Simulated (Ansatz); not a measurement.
Below is a relaxed structure of PbS. The cell was found from a structure generator's guess, not taken from experiment.

Computed with DFT PBE, scalar-relativistic, plane waves, PAW (Ansatz 0.2.0). Cutoff 420 eV, Γ-centred mesh, Gaussian smearing, no spin polarisation.

```
Pb S
1.0
    -2.12453    2.12453    3.00541
     2.12453   -2.12453    3.00541
     2.12453    2.12453   -3.00541
Pb S
1 1
Direct
  0.25231 0.25231 0.00000
  0.74769 0.74769 0.00000
```

The zero of energy is the elements' standard structures at the same level; no fitted shifts are applied.

Question: Find its symmetry and describe it.

Answer: I4mm (No. 107). Conventional cell: a = 4.249 Å, c = 6.011 Å. Pb has 6 S at 2.98–3.03 Å; around S lie 6 Pb at 2.98–3.03 Å.

Question: How far does it lie from the elements in energy?

Answer: −0.550 eV/atom. It lies below the elements, which doesn't yet make it stable against other compounds or structures.

Question: Is it a metal?

Answer: No, the gap on the 12×12×12 mesh is 0.50 eV.

Question: From what recipe could a structure generator have reached it?

Answer: One such recipe: 5-connected net, two elements alternating (I4mm, No. 107). Other recipes can lead to the same cell.

The last run used a 12×12×12 mesh for its 2-atom cell and Gaussian smearing of 0.02 eV. Spin–orbit coupling, which can matter for Pb, is left out. Kohn–Sham gaps at this level usually fall short of measured ones. The missing spin–orbit coupling can work the other way here. The reference form of S is held partly by dispersion forces, which this level lacks. A structure relaxed within its symmetry needn't be a true minimum.
